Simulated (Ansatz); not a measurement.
# Stack of 1T-ZrSSe under 1T-PtSSe, shifted by a third of the diagonal in a perpendicular field

What dipole does a perpendicular field induce in the stack of 1T-ZrSSe under 1T-PtSSe, shifted by a third of the diagonal, and does the gap follow? A positive field points along +c.

Main program and level: Ansatz 0.2.0; plane-wave DFT, PBE-D3(BJ), Ansatz PAW.

## 1. The starting structure

The cell holds 6 atoms: 2 Se, 1 Zr, 2 S and 1 Pt. Cell: a = 3.700 Å, b = 3.700 Å, c = 47.975 Å, α = 90.0°, β = 90.0°, γ = 120.0°. Regions: layer 1: 1T-ZrSSe, 3 atoms (1 Se, 1 Zr and 1 S); layer 2: 1T-PtSSe, 3 atoms (1 Se, 1 Pt and 1 S). Vacuum lies along c.

## 2. Relaxation

The starting cell is a guess, so the in-plane lattice and the atoms are relaxed first, with the slab cut off from its images along the normal.

input.yaml

```yaml
crystal:
  lattice:
    - [3.7, 0.0, 0.0]
    - [-1.85, 3.204293994, 0.0]
    - [0.0, 0.0, 47.9746654271]
  atoms:
    - { symbol: Se, position: [0.6666666667, 0.3333333333, 0.4116756172] }
    - { symbol: Zr, position: [0.0, 0.0, 0.4486676568] }
    - { symbol: S, position: [0.3333333333, 0.6666666667, 0.4805089848] }
    - { symbol: Se, position: [0.0, 0.0, 0.5440842067] }
    - { symbol: Pt, position: [0.3333333333, 0.6666666667, 0.5696806427] }
    - { symbol: S, position: [0.6666666667, 0.3333333333, 0.5883243828] }
  periodic: [true, true, false]
kpoints:
  mp_grid: { grid: [12, 12, 1] }
hamiltonian:
  xc: pbe
  dispersion: d3bj
scf:
  occupations: { method: fermi_dirac, width: 0.05 }
  convergence: { dr2_threshold: 1.0e-09 }
relax:
  f_tol: 0.004
  max_steps: 90
  cell: {}
output:
  write_potential: true
  write_density: true
  volumetric_format: npy
```

Started as:

```
$ ansatz run input.yaml --threads 2 --pin off --max-ram 3072MiB --backend cpu --events-out ev --progress --plain --runs-dir out
```

Numbers of over 12 decimals in the logs are rounded to 6 here.

The program printed:

```text
Warning: relax.cell: scf.convergence.dr2_threshold = 1e-9 eV is looser than the 1.75791586682e-10 eV advised for a relaxation that steers and ends on the stress (1e-10 eV for each atom of the cell: 6, times the square of relax.cell.stress_2d_tol = 0.05 N/m over 18.5 Å (the atoms' height at the walk's start and 5 Å past either face), 2.706e-2 GPa, over a crystal's default 0.05). What an SCF threshold leaves in a stress goes as its square root, and in the free energy as the threshold itself, and one threshold admits the most on a small cell: [figures from the program's tests cut] Set scf.convergence.dr2_threshold to 1.75791586682e-10 eV or tighter. [rest of the remark cut]
Engine: ansatz 0.2.0, x86_64-unknown-linux-gnu
Pseudopotentials: kind: paw
Pseudopotential: Se, paw, valence charge 16, recommended cutoff 420 eV (normal), Se.paw.azcp
Pseudopotential: Zr, paw, valence charge 12, recommended cutoff 420 eV (normal), Zr.paw.azcp
Pseudopotential: S, paw, valence charge 6, recommended cutoff 420 eV (normal), S.paw.azcp
Pseudopotential: Pt, paw, valence charge 18, recommended cutoff 420 eV (normal), Pt.paw.azcp
Functional definition: PBE
  parameter kappa = 0.804
  parameter beta = 0.066725
  exchange = pbe_x(kappa = kappa, mu = beta*pi^2/3)
  correlation = pbe_c(beta = beta)
Crystal: 6 atoms, lattice volume = 568.782 Å³
Basis set: ecut = 420 eV, 11165 PW (Γ), exchange–correlation on 50×50×648 points (8 copies of the dense FFT grid, shifted against one another)
Bands: 45, of which v1, the nominal top of the filled ones, is band 37 counted from 1 (36 counted from 0)
Symmetry: 6 space group operations
Space group: P3m1 (ITA 156), of the structure as read, at distance tolerance 8.3e-5 Å
k-points: 19 of 144 (time reversal used)
Non-local potential: Se, projectors of the file, l = 0: 2, l = 1: 2, l = 2: 3, l = 3: 1
Non-local potential: Zr, projectors of the file, l = 0: 3, l = 1: 2, l = 2: 2, l = 3: 2
Non-local potential: S, projectors of the file, l = 0: 2, l = 1: 2, l = 2: 2
Non-local potential: Pt, projectors of the file, l = 0: 3, l = 1: 2, l = 2: 2, l = 3: 1
PAW form: soft (Blöchl's): semilocal exchange-correlation on the pseudo side does not see the compensation charge
PAW one-centre angular grid: Se, 590 points (default); XC on 64 Gauss nodes
PAW one-centre angular grid: Zr, 590 points (default); XC on 64 Gauss nodes
PAW one-centre angular grid: S, 110 points (default); XC on 64 Gauss nodes
PAW one-centre angular grid: Pt, 590 points (default); XC on 64 Gauss nodes
Initial density: superposition of atomic densities (neutral atoms: chi_scale 0, normalization atom), corrected by the library's trained network
Initial wavefunctions: pseudopotential atomic-orbital guess
Functional: x = pbe(κ = 0.804, μ = 0.219515), c = pbe(β = 0.066725)
SCF iter   1: F=—  HF=-29455.870392 eV  |F-HF|=—  |Δ(HF+E_count)|=         —  Δρ=1.91e-3  dr2=1.37e-1  ethr=1.77e-3  ⟨swp⟩=15.7  Hψ=5491  notcnv=0  defer=6
preconditioner: auto → LDOS  [insulator: Δε(μ)=0.297 eV  Ē_g=8.297 eV  σ=0.050 eV  W_gap=0.90  n_scr=28 (ndim 8)  ℏωp=9.6 eV  f_vac=0.750  D(μ)=0.10/eV (n_scr^D=2)  ε∞_Penn≈2.3  β→1.0]
SCF iter   2: F=—  HF=-29455.933240 eV  |F-HF|=—  |Δ(HF+E_count)|=   6.28e-2  Δρ=3.68e-3  dr2=7.46e-1  ethr=1.85e-4  ⟨swp⟩=4.6  Hψ=2200  notcnv=0  defer=28  recentre
SCF iter   3: F=—  HF=-29455.858204 eV  |F-HF|=—  |Δ(HF+E_count)|=   7.50e-2  Δρ=8.88e-4  dr2=5.11e-2  ethr=1.85e-4  ⟨swp⟩=3.7  Hψ=1472  notcnv=0  defer=28
SCF iter   4: F=—  HF=-29455.854302 eV  |F-HF|=—  |Δ(HF+E_count)|=   3.90e-3  Δρ=3.87e-4  dr2=2.74e-3  ethr=6.90e-5  ⟨swp⟩=2.0  Hψ=1259  notcnv=0  defer=29
SCF iter   5: F=—  HF=-29455.854124 eV  |F-HF|=—  |Δ(HF+E_count)|=   1.77e-4  Δρ=1.37e-4  dr2=9.61e-4  ethr=3.70e-6  ⟨swp⟩=2.9  Hψ=1466  notcnv=0  defer=29
SCF iter   6: F=—  HF=-29455.854056 eV  |F-HF|=—  |Δ(HF+E_count)|=   6.82e-5  Δρ=5.96e-5  dr2=1.12e-4  ethr=1.30e-6  ⟨swp⟩=2.4  Hψ=1092  notcnv=0  defer=29
SCF iter   7: F=—  HF=-29455.854056 eV  |F-HF|=—  |Δ(HF+E_count)|=   4.57e-7  Δρ=2.17e-5  dr2=6.05e-6  ethr=1.52e-7  ⟨swp⟩=2.9  Hψ=1340  notcnv=0  defer=29
SCF iter   8: F=—  HF=-29455.854288 eV  |F-HF|=—  |Δ(HF+E_count)|=   2.32e-4  Δρ=8.13e-6  dr2=1.55e-6  ethr=8.18e-9  ⟨swp⟩=3.1  Hψ=1653  notcnv=0  defer=29
SCF iter   9: F=—  HF=-29455.854288 eV  |F-HF|=—  |Δ(HF+E_count)|=   2.21e-7  Δρ=3.35e-6  dr2=9.21e-8  ethr=2.10e-9  ⟨swp⟩=2.3  Hψ=1216  notcnv=0  defer=29
SCF iter  10: F=—  HF=-29455.854288 eV  |F-HF|=—  |Δ(HF+E_count)|=   9.07e-8  Δρ=1.05e-6  dr2=1.86e-8  ethr=1.25e-10  ⟨swp⟩=3.0  Hψ=1614  notcnv=0  defer=29
SCF iter  11: F=-29455.854288 eV  HF=-29455.854288 eV  |F-HF|=7.10e-9  |Δ(HF+E_count)|=   1.74e-8  Δρ=3.74e-7  dr2=5.60e-10  ethr=1.35e-12  ⟨swp⟩=10.8  Hψ=7385  notcnv=0
SCF 1 converged in 11 iterations: F = -29455.854288 eV  dr2 = 5.60e-10
  greatest PAW one-centre occupation: 1.000 electrons in one spin orbital (limit 2), on the Pt atom at site 4 (counted from 0), in its partial waves of l = 0
relax step   1: F+E_penalty+E_count = -29455.85428810 eV  Δ(F+E_penalty+E_count) = +0.000e0 eV  max|allowed force component| = 3.036e0 eV/Å  Δτ_max = 0.0000 Å  P = +2.450 N/m  Ω = 568.782 Å³  fix = [c, alpha, beta]  reactions: c +0.000 N/m  (11 SCF iters, accepted)
Crystal: 6 atoms, lattice volume = 565.719 Å³
Basis set: ecut = 420 eV, 11105 PW (Γ), exchange–correlation on 50×50×648 points (8 copies of the dense FFT grid, shifted against one another)
Initial density: handed on by an earlier stage of this run
Initial wavefunctions: those handed on with the density
iter 1 solved again at ethr=3.71e-4 eV; its pass at ethr=3.10e-3 eV (dr2=2.75e-1 eV) is discarded
SCF iter   1: F=—  HF=-29456.530853 eV  |F-HF|=—  |Δ(HF+E_count)|=         —  Δρ=6.65e-3  dr2=2.77e-1  ethr=3.71e-4  ⟨swp⟩=2.8  Hψ=5369  notcnv=0
preconditioner: auto → Resta (q_TF=auto, 1.944 Å⁻¹)  ε∞=2.4  [insulator: Δε(μ)=0.623 eV  Ē_g=8.119 eV  σ=0.050 eV  W_gap=1.00  n_scr=28 (ndim 8)  ℏωp=9.6 eV  f_vac=0.749  D(μ)=0.01/eV (n_scr^D=0)  ε∞_Penn≈2.4  vacuum switching on, ρ_ref=4.8e-3 e/Å³]
SCF iter   2: F=—  HF=-29456.486831 eV  |F-HF|=—  |Δ(HF+E_count)|=   4.40e-2  Δρ=3.56e-3  dr2=8.50e-2  ethr=3.71e-4  ⟨swp⟩=3.7  Hψ=1479  notcnv=0  defer=1
SCF iter   3: F=—  HF=-29456.478417 eV  |F-HF|=—  |Δ(HF+E_count)|=   8.41e-3  Δρ=2.02e-3  dr2=3.44e-2  ethr=1.15e-4  ⟨swp⟩=3.1  Hψ=1388  notcnv=0  defer=2
SCF iter   4: F=—  HF=-29456.478691 eV  |F-HF|=—  |Δ(HF+E_count)|=   2.74e-4  Δρ=1.24e-3  dr2=2.84e-2  ethr=4.64e-5  ⟨swp⟩=2.4  Hψ=1450  notcnv=0  defer=22
[...]
SCF iter  10: F=—  HF=-29456.489831 eV  |F-HF|=—  |Δ(HF+E_count)|=   7.64e-9  Δρ=1.37e-6  dr2=5.77e-8  ethr=7.16e-10  ⟨swp⟩=2.1  Hψ=1154  notcnv=0  defer=42
SCF iter  11: F=—  HF=-29456.489831 eV  |F-HF|=—  |Δ(HF+E_count)|=   9.53e-9  Δρ=4.66e-7  dr2=3.44e-9  ethr=7.80e-11  ⟨swp⟩=2.6  Hψ=1313  notcnv=0  defer=42
SCF iter  12: F=-29456.489831 eV  HF=-29456.489831 eV  |F-HF|=1.20e-9  |Δ(HF+E_count)|=   1.53e-9  Δρ=2.07e-7  dr2=1.79e-10  ethr=1.35e-12  ⟨swp⟩=11.7  Hψ=6484  notcnv=0
SCF 3 converged in 12 iterations: F = -29456.489831 eV  dr2 = 1.79e-10
relax step   3: F+E_penalty+E_count = -29456.48983140 eV  Δ(F+E_penalty+E_count) = -1.350e-2 eV  max|allowed force component| = 3.431e-1 eV/Å  Δτ_max = 0.1927 Å  P = +0.066 N/m  Ω = 551.837 Å³  energy of the carried Pulay correction = +6.013e-4 eV  fix = [c, alpha, beta]  reactions: c +0.000 N/m  (12 SCF iters, accepted)
[...]
relax step   4: F+E_penalty+E_count = -29456.51338007 eV  Δ(F+E_penalty+E_count) = -2.355e-2 eV  max|allowed force component| = 2.137e-1 eV/Å  Δτ_max = 0.1139 Å  P = +0.655 N/m  Ω = 554.262 Å³  energy of the carried Pulay correction = +5.141e-4 eV  fix = [c, alpha, beta]  reactions: c +0.000 N/m  (14 SCF iters, accepted)
[...]
relax step   5: F+E_penalty+E_count = -29456.51523721 eV  Δ(F+E_penalty+E_count) = -1.857e-3 eV  max|allowed force component| = 7.242e-2 eV/Å  Δτ_max = 0.0176 Å  P = -0.391 N/m  Ω = 557.877 Å³  energy of the carried Pulay correction = +3.849e-4 eV  fix = [c, alpha, beta]  reactions: c -0.000 N/m  (11 SCF iters, accepted)
[...]
relax step   6: F+E_penalty+E_count = -29456.51583631 eV  Δ(F+E_penalty+E_count) = -5.991e-4 eV  max|allowed force component| = 1.040e-2 eV/Å  Δτ_max = 0.0063 Å  P = -0.009 N/m  Ω = 556.518 Å³  energy of the carried Pulay correction = +4.334e-4 eV  fix = [c, alpha, beta]  reactions: c -0.000 N/m  (10 SCF iters, accepted)
[...]
relax step   7: F+E_penalty+E_count = -29456.51585125 eV  Δ(F+E_penalty+E_count) = -1.495e-5 eV  max|allowed force component| = 1.274e-3 eV/Å  Δτ_max = 0.0013 Å  P = -0.007 N/m  Ω = 556.450 Å³  energy of the carried Pulay correction = +4.358e-4 eV  fix = [c, alpha, beta]  reactions: c -0.000 N/m  (8 SCF iters, accepted)
Initial wavefunctions: pseudopotential atomic-orbital guess (no wavefunctions were taken with the density)
iter 1 solved again at ethr=1.18e-7 eV; its pass at ethr=3.10e-3 eV (dr2=8.76e-5 eV) is discarded
SCF iter   1: F=—  HF=-29456.515163 eV  |F-HF|=—  |Δ(HF+E_count)|=         —  Δρ=1.52e-5  dr2=2.00e-7  ethr=1.18e-7  ⟨swp⟩=6.2  Hψ=9591  notcnv=0
preconditioner: auto → Resta (q_TF=auto, 1.949 Å⁻¹)  ε∞=2.4  [insulator: Δε(μ)=0.487 eV  Ē_g=8.121 eV  σ=0.050 eV  W_gap=0.98  n_scr=28 (ndim 8)  ℏωp=9.7 eV  f_vac=0.748  D(μ)=0.03/eV (n_scr^D=0)  ε∞_Penn≈2.4  vacuum switching on, ρ_ref=4.8e-3 e/Å³]
SCF iter   2: F=—  HF=-29456.515439 eV  |F-HF|=—  |Δ(HF+E_count)|=   2.76e-4  Δρ=7.40e-6  dr2=4.78e-8  ethr=2.71e-10  ⟨swp⟩=3.8  Hψ=2262  notcnv=0
SCF iter   3: F=—  HF=-29456.515439 eV  |F-HF|=—  |Δ(HF+E_count)|=   5.07e-8  Δρ=1.80e-6  dr2=4.79e-8  ethr=6.47e-11  ⟨swp⟩=2.9  Hψ=1727  notcnv=0
SCF iter   4: F=—  HF=-29456.515439 eV  |F-HF|=—  |Δ(HF+E_count)|=   1.80e-9  Δρ=9.42e-7  dr2=1.98e-8  ethr=6.47e-11  ⟨swp⟩=2.9  Hψ=1252  notcnv=0
SCF iter   5: F=—  HF=-29456.515439 eV  |F-HF|=—  |Δ(HF+E_count)|=  2.26e-10  Δρ=4.44e-7  dr2=1.02e-9  ethr=2.67e-11  ⟨swp⟩=2.3  Hψ=1170  notcnv=0
SCF iter   6: F=-29456.515439 eV  HF=-29456.515439 eV  |F-HF|=5.09e-11  |Δ(HF+E_count)|=  2.15e-10  Δρ=1.77e-7  dr2=1.83e-10  ethr=1.35e-12  ⟨swp⟩=15.5  Hψ=6386  notcnv=0
SCF 8 converged in 6 iterations: F = -29456.515439 eV  dr2 = 1.83e-10
relax step   8: F+E_penalty+E_count = -29456.51543946 eV  Δ(F+E_penalty+E_count) = +4.118e-4 eV  max|allowed force component| = 1.167e-3 eV/Å  Δτ_max = 0.0000 Å  P = -0.009 N/m  Ω = 556.450 Å³  fix = [c, alpha, beta]  reactions: c -0.000 N/m  stress off target by 8.63e-3 N/m on what of the cell is left free  SCF on the basis re-selected at this cell (its energy is not comparable with the rows above)  (6 SCF iters)
basis re-selected at this cell: Δ(F+E_penalty+E_count) = +4.118e-4 eV, ΔP = -0.001 N/m vs the last step (what re-selecting the basis moved, of the pressure what is left beyond the Pulay correction that the steps carried, after the strain that the cell walked since its last selection, with what the two solves' SCF thresholds leave and, on support functions, any second-order correction that the steps lacked; it is no m [...]
WARN: The output density's exchange-correlation potential varies sharply where the density is thin. Do not read a vacuum level from v_tot or v_xc, or from such a field of the output density. On a cell that repeats whose density bears no net charge and no dipole along the vacuum's axis use v_es (v_loc + v_h of the components); under efield.dipole_correction with no amplitude use v_es + v_field, which holds any externa [...]
SCF converged after 6 iterations
Free energy (F): -29456.515439 eV
Harris-Foulkes:  -29456.515439 eV  (|F-HF|=5.09e-11)
Internal energy: -29456.514935 eV  (E = F + TS)
E sigma→0 (E₀):  -29456.515187 eV
Entropy (-TS):   -0.000504 eV (-0.084 meV/atom)
Fermi energy:    -5.737734 eV
--- Per-component energies (eV) ---
  E_band       = -2346.895248
  E_kinetic    = 1420.779462
  E_local      = -368188.551141  (includes V_loc(G=0)·N_el)
  E_nonlocal   = -857.478425
  E_hartree    = 183042.282555
  E_xc         = -827.102238
  E_vxc        = -866.222682  (∫ρ·V_xc dr)
  E_paw        = -17430.302523  (= ΣΔE_a)
  E_vpaw       = 60.010864  (= ΣTr[D̂ρ^β])
  E_aug_tail   = -0.000950  (compensation charges beyond the density's cutoff)
  E_ewald      = 173385.847776
  E_disp       = -1.989452  (pairwise vdW)
  E_smearing   = -0.000504  (= −TS)
  E_closure    = -0.000000  (closes the sum)
  Σ components = -29456.515439   (vs F -29456.515439, Δ=0.00e0)
--- Forces (eV/Å), atoms counted from 1 ---
  atom   1  Se     0.00000000    -0.00000000     0.00026161
  atom   2  Zr    -0.00000000     0.00000000    -0.00051462
  atom   3  S      0.00000000     0.00000000     0.00025736
  atom   4  Se     0.00000000    -0.00000000     0.00018368
  atom   5  Pt    -0.00000000     0.00000000     0.00097551
  atom   6  S     -0.00000000     0.00000000    -0.00116752
  max |Σ_I F_I| component: 3.99e-6 eV/Å
--- 2D stress c σ (N/m, compression-positive) ---
       -0.008631      -0.000000      -0.000000
       -0.000000      -0.008631      -0.000000
       -0.000000      -0.000000      -0.000000
  P = ½ c Tr σ = -0.0086 N/m
--- Band table (eV; the first three rows and the last of 19) ---
  k-point 0: bands = [... 33 lower, -6.2749, -6.2749, -5.9946, -5.9946, -4.7775, -4.7775, -4.0712, -3.0332, ... 4 higher]
  k-point 1: bands = [... 33 lower, -6.2960, -6.2397, -6.2013, -6.1297, -4.7105, -4.4922, -3.9268, -3.4622, ... 4 higher]
  k-point 2: bands = [... 33 lower, -6.6510, -6.2724, -6.1495, -6.0939, -4.8497, -4.2513, -4.0047, -3.5770, ... 4 higher]
  k-point 18: bands = [... 33 lower, -8.1256, -7.9961, -7.0486, -6.8361, -4.4434, -4.0603, -3.7661, -3.5213, ... 4 higher]
  the weakly bound empty levels are not read free of the cell's end (no_gap_told)
--- Relaxed structure (7 steps of the walk, 7 accepted, 1 SCFs on fresh bases) ---
  F+E_penalty+E_count = -29456.51543946 eV   max|allowed force component| = 1.167e-3 eV/Å   (the final SCF, on the basis selected at the relaxed cell)
  cell:  # Å, volume = 556.4498 Å³
    - [3.659668, 0.0, 0]
    - [-1.829834, 3.169366, 0]
    - [0, 0, 47.9746654271]
  atoms:
    - { symbol: Se, position: [0.666667, 0.333333, 0.414625] }
    - { symbol: Zr, position: [6.286063291144131e-19, 0, 0.449323] }
    - { symbol: S, position: [0.333333, 0.666667, 0.478885] }
    - { symbol: Se, position: [-3.9495121965392595e-18, 0, 0.539969] }
    - { symbol: Pt, position: [0.333333, 0.666667, 0.567574] }
    - { symbol: S, position: [0.666667, 0.333333, 0.592566] }
```

It took 8.9 min on 2 threads of Intel Xeon at 2.50GHz (Skylake/Cascade Lake), shared host; peak memory 1 GiB; 16 min of CPU time.

The steps of the relaxation:

```csv
step,energy less that of the first step (eV),largest force component (eV/Å),volume (Å³)
1,0.0000,3.0359,568.78
2,-0.6220,0.6010,565.72
3,-0.6355,0.3431,551.84
4,-0.6591,0.2137,554.26
5,-0.6609,0.0724,557.88
6,-0.6615,0.0104,556.52
7,-0.6616,0.0013,556.45
8*,-0.6612,0.0012,556.45
```

Relaxation steps marked * repeat the geometry before them on a plane-wave basis chosen anew for their cell, so energy and pressure can jump there.

Forces are held to the 6 operations that the run works with; a distortion that breaks them can't arise in this run.

```
cell as run  before  after  change
      a (Å)   3.700  3.660  -1.1 %
      b (Å)   3.700  3.660  -1.1 %
```

The atoms that moved most (Å, along periodic axes as changes of fractional coordinates times the final cell, across vacuum about the mean position):

```csv
atom,dx,dy,dz,length
S6,0.000,0.000,0.203,0.203
Se4,0.000,0.000,-0.197,0.197
Se1,0.000,0.000,0.142,0.142
Pt5,0.000,0.000,-0.101,0.101
S3,0.000,0.000,-0.078,0.078
Zr2,0.000,0.000,0.031,0.031
```

The relaxed structure:

```xyz
6
Lattice="3.6597 0.0000 0.0000 -1.8298 3.1694 0.0000 0.0000 0.0000 47.9747" Properties=species:S:1:pos:R:3
Se    1.8298    1.0565   19.8915
Zr    0.0000    0.0000   21.5561
S     0.0000    2.1129   22.9743
Se    0.0000    0.0000   25.9048
Pt    0.0000    2.1129   27.2291
S     1.8298    1.0565   28.4282
```

This step gave:

```
energy at zero smearing : -29456.5152 eV
```

The lattice constant a goes from 3.700 to 3.660 Å.

(Continued in part 2 of 2.)

[Logs are printed without paths, hosts, clocks, repeated set-up lines and the standing remarks that a program may print on its own settings, such as how far it seeks lower states.]

[Hosts, paths, dates, database ids (printed as entryN), source tags and the programs' standing remarks are cut or masked in the printed files.]

[Maps of the electrostatic potential energy from Ansatz leave out the sawtooth potential of an applied field or a dipole correction, so their vacuum need not be flat; planar profiles and work functions include it.]
